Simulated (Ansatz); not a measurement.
Density of states of ZnTe (F-43m) above the conduction band minimum, HSE06 with spin-orbit coupling, rigid bands (Ansatz, a program for electronic structure); cell volume 55.8 Å³.

(energy from edge (eV), 10⁻³ states/eV/cell): (0.006, 1.19); (0.031, 2.80); (0.056, 3.92); (0.081, 4.87); (0.106, 5.76); (0.131, 6.68); (0.156, 7.60); (0.181, 8.55); (0.206, 9.43); (0.231, 10.4); (0.256, 11.4); (0.281, 12.4); (0.319, 14.1); (0.344, 15.1); (0.369, 57.8); (0.394, 81.0); (0.419, 99.8); (0.444, 116); (0.469, 131); (0.494, 146); (0.519, 160); (0.544, 174); (0.569, 189); (0.594, 224)

### Question
What effective density of states at 300 K does this give (∫ g(E) exp(−E/k_BT) dE, both spins, divided by the cell's size)?

### Answer
1.1e18 cm⁻³, a density-of-states mass of 0.122 mₑ, valleys and band degeneracy included.

Geometry: cell and atoms relaxed with PBEsol.
